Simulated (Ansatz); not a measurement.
**Biaxial strain in BeS (F-43m)**

```
CELL_PARAMETERS angstrom
2.41896 2.41896 0.00000
-2.41896 2.41896 0.00000
0.00000 2.41896 2.41896
ATOMIC_POSITIONS crystal
Be 0.00000 0.00000 0.00000
S 0.75000 0.25000 0.50000
```

This cell was relaxed by PAW under PBEsol. A film on a (001) substrate is mimicked by stretching x and y by ε∥; the length along z and the atoms then relax by PAW (default files of Ansatz 0.2.0, cutoff 420 eV, stress met within about 0.05 GPa). Stress and levels come from PBEsol, all-electron LAPW in Ansatz 0.2.0, scalar-relativistic; k mesh 8×8×8, fixed occupations, basis error target 0.5 meV/atom. Conduction levels are in eV over the valence top, at fixed fractional wave vectors.

```
ε∥ (%)  ε⊥ (%)  σ∥ (GPa, tension positive)  X ⊥ z  X ∥ z  L (oblique)      Γ  2nd valence level at Γ     3rd
  -2.0   1.606                       -3.67  2.688  2.985        5.284  5.491                   0.000  -0.213
  -1.0       ?                           ?      ?      ?            ?      ?                       ?       ?
  -0.5   0.410                       -0.84  2.855  2.928        5.382  5.559                   0.000  -0.050
   0.0   0.000                        0.04  2.910  2.910        5.384  5.582                   0.000   0.000
   0.5  -0.406                        0.89  2.915  2.845        5.325  5.546                  -0.048  -0.048
   1.0  -0.820                        1.70  2.921  2.782        5.259  5.512                  -0.093  -0.093
   2.0  -1.662                        3.25  2.937  2.665        5.109  5.450                  -0.180  -0.180
```

The last two columns are counted from the highest valence level at Γ.

Task: How does the film contract along z, and how stiff is it in the plane?

Result: Quadratic fits through the 6 rows shown have slopes dε⊥/dε∥ = -0.817 and dσ∥/dε∥ = 172.9 GPa at zero strain. Elasticity asks −2C12/C11 = -0.817 and C11 + C12 − 2C12²/C11 = 172.6 GPa, from PAW constants C11 = 160.6, C12 = 65.6 GPa. At the level of the σ∥ column the films keep up to 0.02 GPa along z against the unstrained cell, and the constants are scalar-relativistic PAW values, so part of the difference is the change of level.

Task: Which shear deformation potential b does the valence splitting give?

Result: Without spin-orbit coupling the single level moves against the pair by 3b(ε⊥ − ε∥): -0.0501 eV at ε⊥ − ε∥ = 0.00910 and 0.0476 eV at -0.00906, so b = -1.79 eV.

Task: And the uniaxial potential of the lowest valleys?

Result: The valley along z moves against those in the plane by Ξu(ε⊥ − ε∥): from 0.0722 to -0.0700 eV between the two smallest strains, so Ξu = 7.83 eV.

Task: Fill the row at ε∥ = -1.0 %.

Result: The fits give ε⊥ = 0.812 % and σ∥ = -1.75 GPa. Computed: ε⊥ (%) = 0.813, σ∥ (GPa, tension positive) = -1.75, X ⊥ z = 2.801, X ∥ z = 2.946, L (oblique) = 5.365, Γ = 5.536, 2nd valence level at Γ = 0.000, 3rd = -0.102. The levels have a kink at zero strain, where another valence state takes the top, so one parabola doesn't fit them.

Task: How fast does the least gap among these points move on each side of zero strain?

Result: dE_g/dε∥ is 108 meV per % on the compressed side and -129 on the stretched side, so the gap falls either way. The lowest conduction level lies at X ⊥ z under the strongest compression and at X ∥ z under the strongest tension.

Keep in mind: the frozen-core PAW files of the relaxations were fitted under PBE, their cores solved anew for this functional; semilocal gaps are low, and the spacing of valleys can be off by tenths of an eV; levels are read at fixed fractional k, so an edge that moves off these points is missed.
